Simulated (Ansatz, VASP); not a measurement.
# GaSb in two plane-wave programs, part 2 of 2

Aim: how closely do two programs agree when they are given the same cell, functional and k mesh? The cell is taken from a series of runs on this material, whose earlier steps may have relaxed, scaled, displaced or heated it; both programs get it as it stands.

VASP 6.6.1 and Ansatz 0.2.0.

So far: Set-up; Ansatz: zone-centre phonons, PBEsol.

## Step 3: VASP: zone-centre phonons, PBEsol

Level of this step: PBEsol; plane waves and PAW (Ga_d, Sb) (VASP).

The same cell, functional, mesh and smearing now go to VASP, with its own data sets.

Lines of VASP's logs that name or quote its potential files are left out, and so is its time.

The input, INCAR:

```
SYSTEM = GaSb
PREC = Accurate
ENCUT = 500
EDIFF = 1E-08
NELM = 120
ISMEAR = 1
SIGMA = 0.2
LREAL = .FALSE.
ALGO = Normal
GGA = PS
NBANDS = 15
LORBIT = 11
LWAVE = .FALSE.
LCHARG = .FALSE.
ISIF = 2
IBRION = 8
LASPH = .TRUE.
GGA_COMPAT = .FALSE.
KPAR = 2
```

The input, POSCAR:

```
GaSb
1.0
    0.0000000000      3.0206327016      3.1779990591
    3.0206327016      0.0000000000      3.1779990591
    3.0206327016      3.0206327016      0.0000000000
Ga Sb
1 1
Direct
    0.0000000000      0.0000000000      0.0000000000
    0.7500000000      0.7500000000      0.7500000000
```

The input, KPOINTS:

```
Automatic mesh
0
Gamma
12 12 12
0 0 0
```

Potentials, in the order of the species: Ga_d and Sb (PBE family, release 64).

On the command line:

```
$ mpirun -np 2 vasp_std
```

Numbers of over 12 decimals in the logs are rounded to 6 here.

The program printed:

```text
[banner, memory and clock lines left out]
running    2 mpi-ranks, on    1 nodes
 distrk:  each k-point on    1 cores,    2 groups
 distr:  one band on    1 cores,    1 groups

 POSCAR found type information on POSCAR GaSb
 POSCAR found :  2 types and       2 ions
|                                                                             |
|               ----> ADVICE to this user running VASP <----                  |
|                                                                             |
|     You enforced a specific xc type in the INCAR file but a different       |
|     [... a line on the potential file left out ...]
|     I HOPE YOU KNOW WHAT YOU ARE DOING!                                     |
|                                                                             |

 LDA part: xc-table for (Slater+PW92), standard interpolation
 POSCAR, INCAR and KPOINTS ok, starting setup
 FFT: planning ... GRIDC
 FFT: planning ... GRID_SOFT
 FFT: planning ... GRID
 WAVECAR not read
 entering main loop
       N       E                     dE             d eps       ncg     rms          rms(c)
DAV:   1     0.791792683332E+02    0.79179E+02   -0.85113E+03  4954   0.145E+03
DAV:   2    -0.213280358426E+01   -0.81312E+02   -0.78510E+02  5681   0.298E+02
DAV:   3    -0.812629051420E+01   -0.59935E+01   -0.59781E+01  5849   0.669E+01
DAV:   4    -0.823256507325E+01   -0.10627E+00   -0.10625E+00  6080   0.101E+01
DAV:   5    -0.823514784082E+01   -0.25828E-02   -0.25827E-02  6276   0.138E+00    0.307E+00
DAV:   6    -0.816315540289E+01    0.71992E-01   -0.87623E-02  6441   0.518E+00    0.179E+00
DAV:   7    -0.813825889609E+01    0.24897E-01   -0.42776E-02  6123   0.194E+00    0.362E-01
DAV:   8    -0.813824673199E+01    0.12164E-04   -0.48458E-03  6505   0.870E-01    0.954E-02
DAV:   9    -0.813852273996E+01   -0.27601E-03   -0.43933E-04  5618   0.175E-01    0.349E-02
DAV:  10    -0.813851982144E+01    0.29185E-05   -0.20362E-05  6479   0.403E-02    0.876E-03
DAV:  11    -0.813852956068E+01   -0.97392E-05   -0.12050E-05  5506   0.244E-02    0.452E-03
DAV:  12    -0.813852971158E+01   -0.15091E-06   -0.49283E-07  6402   0.719E-03    0.588E-04
DAV:  13    -0.813852969020E+01    0.21383E-07   -0.37349E-08  5703   0.132E-03    0.428E-04
DAV:  14    -0.813852973547E+01   -0.45264E-07   -0.40189E-09  5049   0.744E-04    0.569E-05
DAV:  15    -0.813852973828E+01   -0.28181E-08   -0.47713E-10  3348   0.262E-04
   1 F= -.81385297E+01 E0= -.81386731E+01  d E =0.429936E-03
 Linear response reoptimize wavefunctions to high precision
DAV:   1    -0.813852973378E+01    0.45065E-08   -0.11164E-10  3691   0.120E-04
DAV:   2    -0.813852973378E+01   -0.27285E-11   -0.29178E-11  3019   0.569E-05
 Linear response DOF=           4
 Linear response progress:
  Degree of freedom:   1/  4
       N       E                     dE             d eps       ncg     rms          rms(c)
RMM:   1    -0.165692925877E+00   -0.16569E+00    0.73503E-02 17801   0.804E+00
RMM:   2    -0.164784300663E+00    0.90863E-03   -0.28040E-02 26807   0.136E+00    0.382E-02
RMM:   3    -0.164767318966E+00    0.16982E-04   -0.33919E-03 27786   0.439E-01    0.250E-02
RMM:   4    -0.164676131551E+00    0.91187E-04   -0.16791E-03 30433   0.208E-01    0.128E-02
RMM:   5    -0.164669991851E+00    0.61397E-05   -0.78342E-05 29580   0.555E-02    0.450E-03
RMM:   6    -0.164675919717E+00   -0.59279E-05   -0.15748E-05 30071   0.239E-02    0.449E-04
RMM:   7    -0.164670465001E+00    0.54547E-05   -0.35360E-06 29375   0.103E-02    0.577E-04
RMM:   8    -0.164674733350E+00   -0.42683E-05   -0.65970E-07 29452   0.472E-03    0.151E-04
RMM:   9    -0.164676294860E+00   -0.15615E-05   -0.18088E-07 29671   0.216E-03    0.861E-05
RMM:  10    -0.164677088054E+00   -0.79319E-06   -0.27245E-08 29936   0.106E-03    0.249E-05
RMM:  11    -0.164677217770E+00   -0.12972E-06   -0.85725E-09 29938   0.513E-04    0.159E-05
RMM:  12    -0.164677376709E+00   -0.15894E-06   -0.20618E-09 30035   0.256E-04    0.185E-06
RMM:  13    -0.164677376481E+00    0.22828E-09   -0.23972E-10 29885   0.129E-04    0.481E-06
 first order change of Fermi-energy  -0.95874E-05
 force on displaced ion       1 direction 1 :  -7.552   0.000   0.000
 Linear response progress:
  Degree of freedom:   2/  4
       N       E                     dE             d eps       ncg     rms          rms(c)
RMM:   1    -0.166254187557E+00   -0.16625E+00    0.48506E-02 10453   0.783E+00
RMM:   2    -0.165213881813E+00    0.10403E-02   -0.28846E-02 15704   0.131E+00    0.384E-02
RMM:   3    -0.165071792852E+00    0.14209E-03   -0.30359E-03 16530   0.391E-01    0.266E-02
RMM:   4    -0.164938034276E+00    0.13376E-03   -0.11240E-03 17722   0.175E-01    0.116E-02
RMM:   5    -0.164932113710E+00    0.59206E-05   -0.57679E-05 17162   0.484E-02    0.406E-03
RMM:   6    -0.164940337684E+00   -0.82240E-05   -0.10003E-05 17345   0.203E-02    0.507E-04
RMM:   7    -0.164940785000E+00   -0.44732E-06   -0.19792E-06 16922   0.862E-03    0.324E-04
RMM:   8    -0.164942279552E+00   -0.14946E-05   -0.51492E-07 17322   0.403E-03    0.686E-05
RMM:   9    -0.164943105791E+00   -0.82624E-06   -0.14141E-07 17124   0.187E-03    0.279E-05
RMM:  10    -0.164943419422E+00   -0.31363E-06   -0.28451E-08 17481   0.909E-04    0.133E-05
RMM:  11    -0.164943365051E+00    0.54371E-07   -0.22549E-08 17295   0.435E-04    0.109E-05
RMM:  12    -0.164943425274E+00   -0.60223E-07   -0.49668E-09 17337   0.218E-04    0.689E-06
RMM:  13    -0.164943485508E+00   -0.60234E-07   -0.11327E-09 17231   0.110E-04    0.927E-07
RMM:  14    -0.164943465341E+00    0.20166E-07   -0.19286E-09 16920   0.557E-05    0.329E-06
RMM:  15    -0.164943507650E+00   -0.42308E-07   -0.10499E-09 16673   0.306E-05    0.239E-06
RMM:  16    -0.164943488272E+00    0.19378E-07   -0.72229E-10 15667   0.167E-05    0.780E-07
RMM:  17    -0.164943491345E+00   -0.30729E-08    0.58967E-10 11871   0.924E-06    0.454E-07
 first order change of Fermi-energy  -0.10741E-04
 force on displaced ion       1 direction 3 :   0.000   0.000  -7.464
 Linear response progress:
  Degree of freedom:   3/  4
       N       E                     dE             d eps       ncg     rms          rms(c)
RMM:   1    -0.280658372762E-01   -0.28066E-01    0.86496E-03 29152   0.132E+00
RMM:   2    -0.256851891425E-01    0.23806E-02   -0.33210E-03 25959   0.367E-01    0.639E-02
RMM:   3    -0.256219399178E-01    0.63249E-04   -0.18913E-04 28846   0.994E-02    0.349E-02
RMM:   4    -0.256595471374E-01   -0.37607E-04   -0.40531E-05 28815   0.434E-02    0.439E-03
RMM:   5    -0.256690352461E-01   -0.94881E-05   -0.55287E-06 30164   0.152E-02    0.274E-03
RMM:   6    -0.256637596761E-01    0.52756E-05   -0.90361E-07 28552   0.506E-03    0.848E-04
RMM:   7    -0.256623436761E-01    0.14160E-05   -0.83668E-08 29804   0.160E-03    0.252E-04
RMM:   8    -0.256615386699E-01    0.80501E-06   -0.14568E-08 28827   0.558E-04    0.605E-05
RMM:   9    -0.256614897511E-01    0.48919E-07   -0.50494E-10 29319   0.202E-04    0.163E-05
RMM:  10    -0.256615270956E-01   -0.37344E-07   -0.12771E-09 28499   0.757E-05    0.286E-06
RMM:  11    -0.256615246290E-01    0.24665E-08    0.26700E-10 29366   0.252E-05    0.377E-06
 first order change of Fermi-energy   0.38858E-04
 force on displaced ion       2 direction 1 :  -7.582   0.000  -0.000
 Linear response progress:
  Degree of freedom:   4/  4
       N       E                     dE             d eps       ncg     rms          rms(c)
RMM:   1    -0.286790934400E-01   -0.28679E-01    0.58472E-03 16479   0.135E+00
RMM:   2    -0.257305254224E-01    0.29486E-02   -0.34898E-03 15533   0.371E-01    0.665E-02
RMM:   3    -0.256990684945E-01    0.31457E-04   -0.19015E-04 16849   0.976E-02    0.363E-02
RMM:   4    -0.257661159921E-01   -0.67047E-04   -0.38491E-05 16906   0.433E-02    0.425E-03
RMM:   5    -0.257758188069E-01   -0.97028E-05   -0.54051E-06 17690   0.145E-02    0.278E-03
RMM:   6    -0.257672551089E-01    0.85637E-05   -0.76011E-07 16705   0.481E-03    0.474E-04
RMM:   7    -0.257667736609E-01    0.48145E-06   -0.67277E-08 17408   0.145E-03    0.241E-04
RMM:   8    -0.257665206873E-01    0.25297E-06   -0.16288E-08 16511   0.525E-04    0.148E-05
RMM:   9    -0.257665449455E-01   -0.24258E-07   -0.16107E-09 17757   0.195E-04    0.170E-05
RMM:  10    -0.257665376523E-01    0.72932E-08   -0.76419E-10 16757   0.643E-05    0.380E-06
 first order change of Fermi-energy   0.63556E-03
 force on displaced ion       2 direction 3 :   0.000   0.000  -7.492
 Linear response finished
```

From OUTCAR (step 3):

```text
ion  position               nearest neighbor table
   1  0.000  0.000  0.000-   2 2.66   2 2.66   2 2.66   2 2.66
   2  0.750  0.750  0.750-   1 2.66   1 2.66   1 2.66   1 2.66

  LATTYP: Found a body centered tetragonal cell.
 ALAT       =     4.2718197336
 C/A-ratio  =     1.4878900597

 Subroutine GETGRP returns: Found  8 space group operations
 (whereof  8 operations were pure point group operations)

The static configuration has the point symmetry D_2d.

 Found    163 irreducible k-points:

   k-points           NKPTS =    163   k-points in BZ     NKDIM =    163   number of bands    NBANDS=     15

   dimension x,y,z NGX =    32 NGY =   32 NGZ =   32
   dimension x,y,z NGXF=    64 NGYF=   64 NGZF=   64

   ENCUT  =  500.0 eV  36.75 Ry    6.06 a.u.   7.99  7.99  7.79*2*pi/ulx,y,z

   NELECT =      18.0000    total number of electrons

 k-points in reciprocal lattice and weights: Automatic mesh
   0.00000000  0.00000000  0.00000000       0.001
   0.08333333  0.00000000  0.00000000       0.005
   0.16666667  0.00000000  0.00000000       0.005
   0.25000000  0.00000000  0.00000000       0.005
   0.33333333  0.00000000  0.00000000       0.005
   0.41666667  0.00000000  0.00000000       0.005
   0.50000000  0.00000000  0.00000000       0.002
   0.08333333  0.08333333  0.00000000       0.001
   0.16666667  0.08333333  0.00000000       0.005
[...]
-0.33333333  0.16666667  0.50000000       0.002
  -0.25000000  0.25000000  0.50000000       0.001

 average (electrostatic) potential at core
       1 -65.6585       2 -87.6104

  Total        0.0271089      0.0271089     -0.8532374      0.0000000      0.0000000     -0.0000000
  in kB        0.7489329      0.7489329    -23.5722418      0.0000000      0.0000000     -0.0000000
  external PRESSURE =      -7.3581253 kB  Pullay stress =       0.0000000 kB

  energy-cutoff  :      500.00
  volume of cell :       57.99
      direct lattice vectors                 reciprocal lattice vectors
     0.000000000  3.020632702  3.177999059    -0.165528235  0.165528235  0.157331702
     3.020632702  0.000000000  3.177999059     0.165528235 -0.165528235  0.157331702
     3.020632702  3.020632702  0.000000000     0.165528235  0.165528235 -0.157331702

 POSITION                                       TOTAL-FORCE (eV/Angst)
 -----------------------------------------------------------------------------------
      0.00000      0.00000      0.00000         0.000000     -0.000000      0.000000
      4.53095      4.53095      4.76700        -0.000000      0.000000      0.000000
 -----------------------------------------------------------------------------------
    total drift:                               -0.000001     -0.000001      0.000001

 Eigenvectors and eigenvalues of the dynamical matrix
 ----------------------------------------------------

   1 f  =    6.456942 THz    40.570165 2PiTHz  215.380414 cm-1    26.703756 meV
             X         Y         Z           dx          dy          dz
      0.000000  0.000000  0.000000    -0.000000   -0.796843    0.000000
      4.530949  4.530949  4.766999     0.000000    0.604187    0.000000

   2 f  =    6.456942 THz    40.570165 2PiTHz  215.380414 cm-1    26.703756 meV
             X         Y         Z           dx          dy          dz
      0.000000  0.000000  0.000000     0.796843   -0.000000    0.000000
      4.530949  4.530949  4.766999    -0.604187    0.000000    0.000000

   3 f  =    6.419114 THz    40.332481 2PiTHz  214.118585 cm-1    26.547309 meV
             X         Y         Z           dx          dy          dz
      0.000000  0.000000  0.000000     0.000000    0.000000    0.796867
      4.530949  4.530949  4.766999     0.000000    0.000000   -0.604155

   4 f/i=    0.005753 THz     0.036145 2PiTHz    0.191888 cm-1     0.023791 meV
             X         Y         Z           dx          dy          dz
      0.000000  0.000000  0.000000     0.000000    0.000000   -0.604155
      4.530949  4.530949  4.766999     0.000000    0.000000   -0.796867

   5 f/i=    0.006047 THz     0.037992 2PiTHz    0.201694 cm-1     0.025007 meV
             X         Y         Z           dx          dy          dz
      0.000000  0.000000  0.000000    -0.197667   -0.570937    0.000000
      4.530949  4.530949  4.766999    -0.260697   -0.752991    0.000000

   6 f/i=    0.006047 THz     0.037992 2PiTHz    0.201694 cm-1     0.025007 meV
             X         Y         Z           dx          dy          dz
      0.000000  0.000000  0.000000    -0.570937    0.197667    0.000000
      4.530949  4.530949  4.766999    -0.752991    0.260697    0.000000

 ELASTIC MODULI CONTR FROM IONIC RELAXATION (kBar)
 Direction    XX          YY          ZZ          XY          YZ          ZX
 --------------------------------------------------------------------------------
 XX           0.0000      0.0000      0.0000      0.0000      0.0000      0.0000
 YY           0.0000      0.0000      0.0000      0.0000      0.0000      0.0000
 ZZ           0.0000      0.0000      0.0000      0.0000      0.0000      0.0000
 XY           0.0000      0.0000      0.0000   -148.8136     -0.0000      0.0000
 YZ           0.0000      0.0000      0.0000     -0.0000   -152.5135     -0.0000
 ZX           0.0000      0.0000      0.0000      0.0000     -0.0000   -132.5151
 --------------------------------------------------------------------------------
```

## Step 4: Comparison

Known differences besides the potentials themselves: the data sets hold 28 valence electrons in Ansatz (on its PAW soft_1 files) and 18 in VASP; the cutoff is 420 eV in Ansatz and 500 eV in VASP; Ansatz makes its cores anew for this functional, VASP keeps those of its PBE data sets. Total energies have different zeros and are not compared.

Both answers:

```tsv
quantity	Ansatz	VASP	difference
optical mode 1 (cm⁻¹)	213.2	214.1	-0.43 %
optical mode 2 to 3 (cm⁻¹)	214.4	215.4	-0.43 %
```

Modes are paired by rising frequency, not by their patterns, so a pair may set unlike modes beside each other; they are those without the splitting of longitudinal modes.

## Step 5: Results

```
r.m.s. difference of the optical zone-centre modes, each program's sorted by frequency (zone-centre phonons, PBEsol) : 0.93 cm⁻¹
```

**Reading.** The r.m.s. difference of the optical zone-centre modes, each program's sorted by frequency is 0.93 cm⁻¹ (zone-centre phonons, PBEsol). The data sets hold unlike numbers of valence electrons (28 in Ansatz and 18 in VASP), so part of the differences comes from the potentials. Such differences can come from data sets, numerical settings and the points named under the comparisons, not from the functional's error against experiment.

[Lines on the potential files, build, host, timing and source positions are cut from VASP's logs without a mark.]

[Logs are printed without paths, hosts, clocks, repeated set-up lines and the standing remarks that a program may print on its own settings, such as how far it seeks lower states.]

[Hosts, paths, dates, database ids (printed as entryN), source tags and the programs' standing remarks are cut or masked in the printed files.]
